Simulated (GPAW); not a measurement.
Input of a GPAW 26.7.0 run:

Contents of run.py:

```python
from ase import Atoms
from ase.dft.bandgap import bandgap
from ase.io import write
from ase.units import GPa
from gpaw import GPAW, PW, setup_paths

setup_paths.insert(0, '.')

atoms = Atoms(['Y', 'Y'],
              cell=[[3.6474, 0.0, 0.0],
                    [-1.8237, 3.1587410578, 0.0],
                    [0.0, 0.0, 5.7306]],
              scaled_positions=[[0.6666666667, 0.3333333333, 0.75],
                                [0.3333333333, 0.6666666667, 0.25]],
              pbc=True)

calc = GPAW(mode=PW(600),
            xc='PBEsol',
            kpts={'size': (8, 8, 5), 'gamma': True},
            occupations={'name': 'fermi-dirac', 'width': 0.05},
            nbands=23,
            convergence={'density': 1e-05, 'energy': 1e-05},
            maxiter=150,
            txt='gpaw.txt')
atoms.calc = calc
energy = atoms.get_potential_energy()
forces = atoms.get_forces()
stress = atoms.get_stress()
calc.write('gs.gpw')
write('result.traj', atoms)
print(f'Energy: {energy:.6f} eV')
print('Forces (eV/A):')
print(forces.round(4))
print('Stress (GPa):', (stress / GPa).round(3))
print('Fermi level:', round(calc.get_fermi_level(), 4), 'eV')
print(f'Gap: {bandgap(calc)[0]:.4f} eV, direct: {bandgap(calc, direct=True)[0]:.4f} eV')

path = atoms.cell.bandpath('GMKGALHA,LM,KH', npoints=80, eps=1e-4)
bs_calc = calc.fixed_density(kpts=path, symmetry='off', nbands=37,
                             convergence={'bands': 'CBM+6.0', 'eigenstates': 1e-6}, txt='bands.txt')
bs = bs_calc.band_structure()
bs.write('bs.json')
print(f'Gap on the path: {bandgap(bs_calc)[0]:.4f} eV')
```

Potentials or basis: PAW data sets generated in the run's folder for this functional, pw.

Run with:

```bash
$ gpaw-setup -f PBEsol Y
$ OMP_NUM_THREADS=1 python run.py
```

Question: Estimate the band gap along the path.

Answer: None (metal or under the smearing width).

Question: What does it give for the pressure?

Answer: -2.1 GPa.

Levels at the corners of the path, in eV from the Fermi level:
| point | band 7 | band 8 | band 9 | band 10 | band 11 | band 12 | band 13 | band 14 |
| --- | --- | --- | --- | --- | --- | --- | --- | --- |
| Γ | -22.34 | -22.31 | -4.65 | -1.84 | 0.87 | 1.75 | 1.75 | 2.04 |
| M | -22.46 | -22.40 | -1.66 | -1.16 | -0.79 | -0.10 | 1.38 | 1.48 |
| K | -22.55 | -22.55 | -0.67 | -0.65 | -0.65 | -0.44 | 1.07 | 1.07 |
| Γ | -22.34 | -22.31 | -4.65 | -1.84 | 0.87 | 1.75 | 1.75 | 2.04 |
| A | -22.39 | -22.39 | -3.23 | -3.23 | 0.95 | 0.95 | 1.67 | 1.67 |
| L | -22.46 | -22.46 | -1.63 | -1.63 | 0.08 | 0.08 | 1.37 | 1.37 |
| H | -22.41 | -22.41 | -0.37 | -0.37 | -0.36 | -0.36 | 0.41 | 0.41 |
| A | -22.39 | -22.39 | -3.23 | -3.23 | 0.95 | 0.95 | 1.67 | 1.67 |
| L | -22.46 | -22.46 | -1.63 | -1.63 | 0.08 | 0.08 | 1.37 | 1.37 |
| M | -22.46 | -22.40 | -1.66 | -1.16 | -0.79 | -0.10 | 1.38 | 1.48 |
| K | -22.55 | -22.55 | -0.67 | -0.65 | -0.65 | -0.44 | 1.07 | 1.07 |
| H | -22.41 | -22.41 | -0.37 | -0.37 | -0.36 | -0.36 | 0.41 | 0.41 |
